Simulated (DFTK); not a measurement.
Wanted: the native input for a DFTK 0.8.2 run.

| Quantity | Value |
| --- | --- |
| Task | single point |
| Functional | PBE |
| Potentials or basis | dojo.nc.sr.pbe.v0_4_1.standard.upf (PBE) |
| Cutoff | 1088 eV |
| k mesh | 9 × 8 × 7 |
| Occupations | methfessel-paxton order 1, width 0.1 eV |
| Spin | no spin polarisation |
| Valence electrons | Ga 13 |
| SCF tolerance on the density | 1e-06 |

The system is Ga.

```
Ga
1.0
     2.77842    0.00000    0.00000
     0.00000    3.28161    0.00000
    -1.34343    0.00000    3.99027
Ga
2
Direct
  0.13460 0.75000 0.77017
  0.86540 0.25000 0.22983
```

This isn't the form of Ga at room conditions, which is orthorhombic.

The input as run:

run.jl

```julia
using DFTK
using PseudoPotentialData
using Unitful, UnitfulAtomic
using LinearAlgebra, Printf
include("save.jl")
disable_threading()

# lattice vectors are the columns
lattice = austrip(1u"Å") * [  2.7784220849            0.0  -1.3434310986;
                      0.0     3.28160879            0.0;
                      0.0            0.0   3.9902731763]
symbols   = [:Ga, :Ga]
positions = [[0.13459627, 0.75, 0.77016683],
             [0.86540373, 0.25, 0.22983317]]
pseudopotentials = PseudoFamily("dojo.nc.sr.pbe.v0_4_1.standard.upf")
elements = Dict(s => ElementPsp(s, pseudopotentials) for s in unique(symbols))
atoms    = [elements[s] for s in symbols]

build_model(lattice, positions; symmetries=true) =
    model_DFT(lattice, atoms, positions;
              functionals=PBE(),
              temperature=austrip(0.1u"eV"),
              smearing=Smearing.MethfesselPaxton(1),
              symmetries)
Ecut  = 40.0  # hartree
kgrid = [9, 8, 7]
tol   = 1e-6
to_GPa = ustrip(uconvert(u"GPa", 1u"hartree/bohr^3"))

model = build_model(lattice, positions)
basis = PlaneWaveBasis(model; Ecut, kgrid)
display(basis)
scfres = self_consistent_field(basis;
                               tol,
                               nbandsalg=AdaptiveBands(model; n_bands_converge=18))
display(scfres.energies)
@printf "Fermi level: %.6f eV\n" ustrip(auconvert(u"eV", something(scfres.εF, NaN)))
forces = compute_forces_cart(scfres)
println("Forces (eV/Å)")
for (s, f) in zip(symbols, forces)
    @printf "%-3s %12.6f %12.6f %12.6f\n" s ustrip.(auconvert.(u"eV/Å", f))...
end
stress = compute_stresses_cart(scfres)
println("Stress (GPa)")
display(round.(stress * to_GPa; digits=4))
println("Levels at the first k-point (eV): ", round.(ustrip.(auconvert.(u"eV", scfres.eigenvalues[1][1:scfres.n_bands_converge])); digits=4))
save_scf!(scfres; forces, stress)
```

Potentials or basis: dojo.nc.sr.pbe.v0_4_1.standard.upf (PBE).

Launch:

```bash
$ julia --threads=1 run.jl  # save.jl only writes the numbers to a file and isn't shown; printed stress counts tension as positive; times include loading and compiling
```

It gave:

The pressure is 3.0 GPa, the largest force is 0.094 eV/Å and the band gap on the k mesh is none (metal or under the smearing width).

Run time: 3.6 min on 1 thread of AMD EPYC 9R45 96-Core Processor (Zen 5), on a shared host, peak memory 2.9 GiB.
